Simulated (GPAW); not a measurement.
Runs of GPAW 26.7.0 on NiO. Symmetry: Fm-3m, No. 225, cubic system. Conventional cell: a = 4.172 Å, b = 4.172 Å, c = 4.172 Å, α = 90.00°, β = 90.00°, γ = 90.00°. Ni (site symmetry m-3m) is surrounded by 6 O at 2.09 Å. O (site symmetry m-3m) has 6 Ni at 2.09 Å as nearest neighbours. 

| task | level | potentials or basis | cell | k mesh | optimizer | fmax | max steps | target pressure | convergence | gap on the mesh (eV) | pressure (GPa) | moment (μB) | relaxed volume (Å³/atom) |
| --- | --- | --- | --- | --- | --- | --- | --- | --- | --- | --- | --- | --- | --- |
| relaxation of cell and atoms | revPBE | the program's PAW data sets (release 1.2.1) made for this functional, pw | relaxed to 20 GPa | 11 × 11 × 11 | LBFGS | 0.05 eV/Å | 40 | 20 GPa | density=1e-05 forces=0.0001 | none | 20.0 | 1.73 | - |
| band structure | BLYP | PAW data sets generated in the run's folder for this functional, pw | as given | 11 × 11 × 11 | - | - | - | - | - | - | 15.9 | 1.64 | - |
| band structure | PBEsol | PAW data sets generated in the run's folder for this functional, pw | as given | 8 × 8 × 8 | - | - | - | - | - | - | (d) | 1.08 | - |
| relaxation of cell and atoms | RPBE | the program's PAW data sets (release 1.2.1) made for this functional, pw | relaxed | 11 × 11 × 11 | FIRE | 0.05 eV/Å | 100 | - | density=1e-05 forces=0.0001 | none | -0.5 | 1.94 | 9.96 |
| relaxation of cell and atoms | LDA | the program's PAW data sets (release 1.2.1) made for this functional, pw | relaxed | 11 × 11 × 11 | FIRE | 0.02 eV/Å | 40 | - | density=1e-05 forces=0.0001 | none | -0.2 | 0.30 | 8.43 |
| band structure | TPSS | GPAW PAW data sets (gpaw-data 1.2.1), pw | as given | 8 × 8 × 8 | - | - | - | - | - | - | 8.2 | 1.94 | - |
| band structure | LDA | the program's PAW data sets (release 1.2.1) made for this functional, pw | as given | 11 × 11 × 11 | - | - | - | - | - | - | -16.4 | 0.29 | - |
| band structure | RPBE | the program's PAW data sets (release 1.2.1) made for this functional, pw | as given | 11 × 11 × 11 | - | - | - | - | - | - | (c) | (b) | - |
| relaxation of cell and atoms | BLYP | PAW data sets generated in the run's folder for this functional, pw | relaxed to -2 GPa | 11 × 11 × 11 | BFGS | 0.05 eV/Å | 40 | -2 GPa | density=1e-05 forces=0.0001 | none | -1.6 | (a) | - |
| band structure | revPBE | the program's PAW data sets (release 1.2.1) made for this functional, pw | as given | 11 × 11 × 11 | - | - | - | - | - | - | 15.4 | 1.79 | - |

Alike in all rows: spin collinear, ferromagnetic start; cutoff (eV) 800; smearing fermi-dirac 0.05 eV.

Q: Estimate the missing entries.

A: (a) 1.88; (b) 1.81; (c) 17.5; (d) -5.5.

Caveats: the stock nickel data set gives pressures a few GPa off other programs; semilocal functionals often make such compounds metallic where correlation or magnetic order opens a gap, which also shifts bond lengths; a cell with one magnetic atom can't hold antiferromagnetic order, which such compounds often take (some runs); each step starts from the last one's moments, so a moment once lost doesn't come back (some runs); later steps reuse the first step's grids (some runs); so large a pressure means that the cell lies far from this level's equilibrium, or that cutoff or potentials fall short (some runs); the PAW data sets were made with another functional, which shifts forces and pressure a little (some runs).

A gap of «none» marks a metal or a gap under the smearing width.

Runs at the PBE level aren't shown here.
